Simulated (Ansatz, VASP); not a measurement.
## C in VASP and in Ansatz

```
C
1.0
     2.46565    0.00000    0.00000
    -1.23283    2.13532    0.00000
     0.00000    0.00000   17.50007
C
4
Direct
  0.66667 0.33333 0.25714
  0.33333 0.66667 0.25714
  0.66667 0.33333 0.46343
  0.00000 0.00000 0.46343
```

Alike in both runs: task single point; functional PBE; dispersion D3(BJ); k mesh 15 × 15 × 1; occupations gaussian, width 0.1 eV; no spin polarisation.

```csv
,VASP,Ansatz
version,VASP 6.6.1,Ansatz 0.2.0
potentials or method,"VASP PAW PBE potentials, release 64 (C)","scalar-relativistic, plane waves, PAW"
plane-wave cutoff (eV),520,420
valence electrons in the cell,16,16
```

|  | VASP | Ansatz | Ansatz less VASP |
| --- | --- | --- | --- |
| gap on the k mesh at the Fermi level (eV) | none | none | - |
| least direct gap on the mesh (eV) | 0.00 | 0.00 | -0.004 |
| rms of the force components (eV/Å) | 0.013 | 0.013 | 0.0000 |

Atom by atom the forces differ by 0.000 eV/Å (rms over components). A gap of «none» marks a metal or a gap that the smearing closes.

A gap of «none» marks a metal or a gap under the smearing width.
